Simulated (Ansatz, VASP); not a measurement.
# One calculation of SnSe, two programs

```xyz
8
Lattice="11.4200 0.0000 0.0000 0.0000 4.1900 0.0000 0.0000 0.0000 4.4600" Properties=species:S:1:pos:R:3 pbc="T T T"
Sn   10.0153    3.1425    4.0541
Sn    7.1147    1.0475    1.8241
Sn    4.3053    3.1425    2.6359
Sn    1.4047    1.0475    0.4059
Se    7.3431    3.1425    4.3886
Se    9.7869    1.0475    2.1586
Se    1.6331    3.1425    2.3014
Se    4.0769    1.0475    0.0714
```

Alike in both runs: task single point; functional PBE; k mesh 3 × 6 × 6; occupations gaussian, width 0.014 eV; no spin polarisation.

|  | VASP | Ansatz |
| --- | --- | --- |
| version | VASP 6.6.1 | Ansatz 0.2.0 |
| potentials or method | VASP PAW PBE potentials, release 64 (Sn_d, Se) | Ansatz PAW |
| plane-wave cutoff (eV) | 520 | 420 |
| valence electrons in the cell | 80 | 120 |

```tsv
	VASP	Ansatz	Ansatz less VASP
gap on the k mesh at the Fermi level (eV)	0.54	0.54	+0.005
least direct gap on the mesh (eV)	0.70	0.71	+0.009
pressure (GPa)	2.4	2.4	-0.03
largest component of the traceless stress (GPa)	1.85	1.82	-0.024
rms of the force components (eV/Å)	0.173	0.165	-0.0074
```

Atom by atom the forces differ by 0.009 eV/Å (rms over components). With one functional, cell and mesh, what is left measures potentials, basis and numerics. The two sets of potentials don't hold the same shells in valence.

Caveats: spin-orbit coupling is left out, which moves the levels of the heavy elements; an odd mesh through Γ misses points on the zone boundary, where band edges often lie (VASP); odd divisions of the mesh miss points on the zone boundary, where band edges often lie, so the gap on the mesh can be too wide (Ansatz).
